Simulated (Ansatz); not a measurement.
## Carrier properties of LaAlO3 under load (space group P4/mmm)

Input:

```
AlLaO3
1.0
    3.77507     0.00000     0.00000
    0.00000     3.77507     0.00000
    0.00000     0.00000     3.75879
La Al O
1 1 3
Direct
  0.50000   0.50000   0.50000
  0.00000   0.00000   0.00000
  0.00000   0.50000   0.00000
  0.50000   0.00000   0.00000
  0.00000   0.00000   0.50000
```

These are PBEsol with spin-orbit coupling, rigid bands (plane waves, PAW; Ansatz, an electronic-structure program) values and carry that method's errors. Condition of this run: uniaxial stress zz = 1 GPa (compression positive) (the target of the relaxation). How the cell was made: cell and atoms relaxed with PBEsol, then loaded as said.

The band gap is 3.40 eV and the electron conductivity mass (300 K, dilute) comes out as 0.53 (x), 0.53 (y), 0.65 (z) mₑ. The hole conductivity mass (300 K, dilute) is 1.86 (x), 1.86 (y), 1.14 (z) mₑ and the effective density of states N_c (300 K) is 1.2e19 cm⁻³. The effective density of states N_v (300 K) is 3.5e20 cm⁻³ and the density-of-states mass, electrons comes out as 0.60 mₑ. The density-of-states mass, holes is 5.8 mₑ and the Seebeck coefficient, n-type 1e19 cm⁻³, 300 K is -251 μV/K. The best n-type power factor at 300 K for τ = 10 fs (best axis; densities from 1e16 to 1e21 cm⁻³ tried, whether or not they can be reached) comes out as 5.4 μW/(cm·K²) at 1e20 cm⁻³ and the Seebeck coefficient, p-type 1e19 cm⁻³, 300 K is 543 μV/K.

Rigid bands; masses and Seebeck coefficients take one relaxation time τ for all states and one kind of carrier; polarons and phonon drag are left out.
